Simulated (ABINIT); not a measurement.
Runs of ABINIT 10.8.3 (patched build) on Sb. Symmetry: Im-3m, No. 229, cubic system. The conventional cell has a = 3.743 Å, b = 3.743 Å, c = 3.743 Å, α = 90.00°, β = 90.00°, γ = 90.00°. Sb (site symmetry m-3m) is surrounded by 8 Sb at 3.24 Å. This isn't the form of Sb at room conditions, which is rhombohedral.

```tsv
task	level	potentials or basis	cell	k mesh	cutoff (eV)	cell freedom (optcell)	optimiser (ionmov)	cutoff smearing ecutsm (Ha)	force stop (Ha/bohr)	bands in the sums	gap on the mesh (eV)	pressure (GPa)	relaxed volume (Å³/atom)
single point	LDA	PseudoDojo NC SR LDA v0.4.1 standard	as given	8 × 8 × 8	1088	-	-	-	-	-	none	-2.2	-
single point	PBEsol	PseudoDojo NC SR PBEsol v0.4.1 standard	as given	8 × 8 × 8	980	-	-	-	-	-	none	(a)	-
relaxation of cell and atoms	PBEsol	PseudoDojo NC SR PBEsol v0.4.1 standard	relaxed	8 × 8 × 8	1088	2	2	0.5	2e-05	-	none	0.0	25.85
relaxation of cell and atoms	LDA	PseudoDojo NC SR LDA v0.4.1 standard	relaxed	8 × 8 × 8	1143	2	2	0.5	2e-05	-	none	0.0	25.38
optical spectrum	LDA	PseudoDojo NC SR LDA v0.4 stringent	as given	8 × 8 × 8, with 2 shifts	1088	-	-	-	-	20	-	(b)	-
optical spectrum	PBEsol	PseudoDojo NC SR PBEsol v0.4.1 standard	as given	8 × 8 × 8, with 2 shifts	980	-	-	-	-	16	-	-2.0	-
relaxation of cell and atoms	LDA	JTH PAW LDA v2.0	relaxed	8 × 8 × 8	435	2	2	0.5	2e-05	-	none	0.0	25.35
single point	LDA	PseudoDojo NC SR LDA v0.4 stringent	as given	8 × 8 × 8	1088	-	-	-	-	-	none	-13.3	-
optical spectrum	LDA	PseudoDojo NC SR LDA v0.4.1 standard	as given	8 × 8 × 8, with 2 shifts	1088	-	-	-	-	20	-	-1.6	-
```

Alike in all rows: no spin polarisation; smearing fermi-dirac 0.05 eV.

Q: Fill in the values left out.

A: (a) -2.6; (b) -12.7.

Caveats: the intraband (Drude) term is left out (some runs); spectra need much finer meshes, so this one isn't converged (some runs).

A k mesh can miss the band edges, and the runs leave out spin-orbit coupling on Sb.

A gap of «none» marks a metal or a gap under the smearing width.

Not every run made on this cell is shown here.
